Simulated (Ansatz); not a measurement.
MgTe (F-43m) from a database of computed structures, relaxed with r2SCAN, was run in Ansatz 0.2.0 under altered settings. All numbers are computed, without spin polarisation but where a row says otherwise.

```
Mg Te
1.0
     0.00000    3.23312    3.23312
     3.23312    0.00000    3.23312
     3.23312    3.23312    0.00000
Mg Te
1 1
Direct
  0.00000 0.00000 0.00000
  0.75000 0.75000 0.75000
```

The base run's other keys:
```yaml
kpoints:
  mp_grid: { grid: [4, 4, 4] }
hamiltonian:
  xc: hse06
scf:
  occupations: { method: fixed }
  n_extra_bands: 4
```

It takes 11 iterations with 1363 plane waves at 420 eV and 8 k points, and leaves a mean stress of +0.06 GPa. The gap over this mesh is 3.276 eV. It ran on 4 threads of Arm Neoverse V1, with other jobs on the host.

Outcomes, with energy and stress as changes against the base:

| setting | outcome | ΔF (meV/atom) | Δ mean stress (GPa) | gap on the mesh (eV) | iterations | wall time |
| --- | --- | --- | --- | --- | --- | --- |
| scf.exx.ecutfock_ratio: 4 | converged | 0.0 | 0.0 | 3.276 | 11 | 7.3 s |
| hamiltonian.xc: cam_b3lyp | converged | – | -0.1 | 5.917 | 14 | 8.6 s |
| PBE hybrid, exx coeff 0.4, omega 0.2078 1/Å | converged | – | -0.4 | 3.822 | 13 | 7.2 s |
| scf.n_extra_bands: 1 | converged | 0.0 | 0.0 | 3.276 | 11 | 6.3 s |

A dash marks a value that wasn't obtained or can't be compared. Stress is positive in compression. The base took 6.5 s.

- hamiltonian.xc: cam_b3lyp. The mean stress moves by -0.1 GPa and the gap on the mesh by +2.641 eV (to 5.917). It's another functional on the same cell, so totals aren't comparable.
- PBE hybrid, exx coeff 0.4, omega 0.2078 1/Å. That is 40 % exact exchange, screened with ω = 0.2078 1/Å, against HSE06's 25 % screened at 0.208 1/Å. The mean stress moves by -0.4 GPa and the gap on the mesh by +0.546 eV (to 3.822). Totals of different functionals aren't comparable.

Within 1 meV an atom, 0.1 GPa and 0.005 eV of the base stay: scf.exx.ecutfock_ratio: 4; scf.n_extra_bands: 1.

No spin-orbit coupling is included; it can move band edges with weight on the heavy atoms by tenths of an eV.

The program warns that its thresholds are loose for a hybrid's stress.

The meshes of the hybrids are coarse, so their gaps aren't converged to the digits shown.
